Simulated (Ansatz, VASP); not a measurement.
Two plane-wave programs on Ga2O

```
CELL_PARAMETERS angstrom
4.23580 0.00000 0.00000
-2.11790 3.66831 0.00000
0.00000 0.00000 3.05975
ATOMIC_POSITIONS crystal
Ga 0.66667 0.33333 0.50000
Ga 0.33333 0.66667 0.50000
O 0.00000 0.00000 0.00000
```

Change from the starting cell: species swapped into the GdGa2 type (P6/mmm, No. 191).

Alike in both runs: functional PBE; k mesh 12 × 12 × 16; occupations gaussian, width 0.1 eV; no spin polarisation.

Ansatz relaxed the structure, and its values are those at the end. VASP's run is a single point on that final structure, the one shown.

|  | VASP | Ansatz |
| --- | --- | --- |
| version | VASP 6.6.1 | Ansatz 0.2.0 |
| potentials or method | VASP PAW PBE potentials, release 64 (Ga_d, O) | scalar-relativistic, plane waves, PAW |
| plane-wave cutoff (eV) | 520 | 420 |
| valence electrons in the cell | 32 | 32 |

|  | VASP | Ansatz | Ansatz less VASP |
| --- | --- | --- | --- |
| gap on the k mesh at the Fermi level (eV) | none | none | - |
| pressure (GPa) | 0.1 | 0.0 | -0.07 |

A gap of «none» marks a metal or a gap that the smearing closes. The functional is the same, so the differences come from potentials, cutoffs and numerics.
